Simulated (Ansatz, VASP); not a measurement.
Given: the input of a run of Ansatz 0.2.0 on SiMo3.

Contents of input.yaml:

```yaml
crystal:
  lattice:
    - [4.9848870888, 0.0, 0.0]
    - [0.0, 4.9848870888, 0.0]
    - [0.0, 0.0, 4.9848870888]
  atoms:
    - { symbol: Mo, position: [0.0, 0.5, 0.25] }
    - { symbol: Mo, position: [0.0, 0.5, 0.75] }
    - { symbol: Mo, position: [0.5, 0.25, 0.0] }
    - { symbol: Mo, position: [0.75, 0.0, 0.5] }
    - { symbol: Mo, position: [0.5, 0.75, 0.0] }
    - { symbol: Mo, position: [0.25, 0.0, 0.5] }
    - { symbol: Si, position: [0.5, 0.5, 0.5] }
    - { symbol: Si, position: [0.0, 0.0, 0.0] }
hamiltonian:
  xc: pbesol
  pseudopotentials: { kind: paw }
kpoints:
  mp_grid: { grid: [6, 6, 6] }
scf:
  occupations: { method: fermi_dirac, width: 0.05 }
output:
  forces: true
  stress: true
  eigenvalues: true
```

Potentials or basis: Ansatz PAW.

Launch:

```sh
$ ansatz run input.yaml --threads 4 --pin off --max-ram 11264MiB --backend cpu --events-out ev --progress --plain --runs-dir out
```

**Question.** Set up the same calculation for VASP 6.6.1. Potentials there: VASP PAW PBE potentials, release 64 (Mo_sv, Si).

**Answer.** As run (the cutoff follows the program's own potentials):

File INCAR:

```
SYSTEM = SiMo3
  PREC = Accurate
  ENCUT = 520
  EDIFF = 1E-7
  ISMEAR = -1
  SIGMA = 0.05
  LREAL = .False.
  LASPH = .True.
  NELM = 60
  ALGO = Normal
  ISIF = 2
  LWAVE = .False.
  LCHARG = .False.
  GGA = PS
  NBANDS = 56
  KPAR = 2
```

File KPOINTS:

```
regular mesh
0
Gamma
  6 6 6
  0 0 0
```

File POSCAR:

```
SiMo3
1.0
    4.9848870888      0.0000000000      0.0000000000
    0.0000000000      4.9848870888      0.0000000000
    0.0000000000      0.0000000000      4.9848870888
Mo Si
6 2
Direct
    0.0000000000      0.5000000000      0.2500000000
    0.0000000000      0.5000000000      0.7500000000
    0.5000000000      0.2500000000      0.0000000000
    0.7500000000      0.0000000000      0.5000000000
    0.5000000000      0.7500000000      0.0000000000
    0.2500000000      0.0000000000      0.5000000000
    0.5000000000      0.5000000000      0.5000000000
    0.0000000000      0.0000000000      0.0000000000
```

Potentials or basis: VASP PAW PBE potentials, release 64 (Mo_sv, Si).

Launch:

```bash
$ cat potpaw_PBE.64/Mo_sv/POTCAR potpaw_PBE.64/Si/POTCAR > POTCAR
$ mpirun -np 2 vasp_std > vasp.out
```

Both were run:

|  | VASP | Ansatz | Ansatz less VASP |
| --- | --- | --- | --- |
| gap on the k mesh at the Fermi level (eV) | none | none | - |
| pressure (GPa) | -16.6 | -17.0 | -0.40 |

A gap of «none» marks a metal or a gap that the smearing closes. With one functional, cell and mesh, what is left measures potentials, basis and numerics.

Caveats: the PAW data sets were made with another functional, which shifts forces and pressure a little (VASP); the PAW data sets come from PBE, with cores solved anew for the run's functional, which leaves a small shift of forces and pressure (Ansatz).
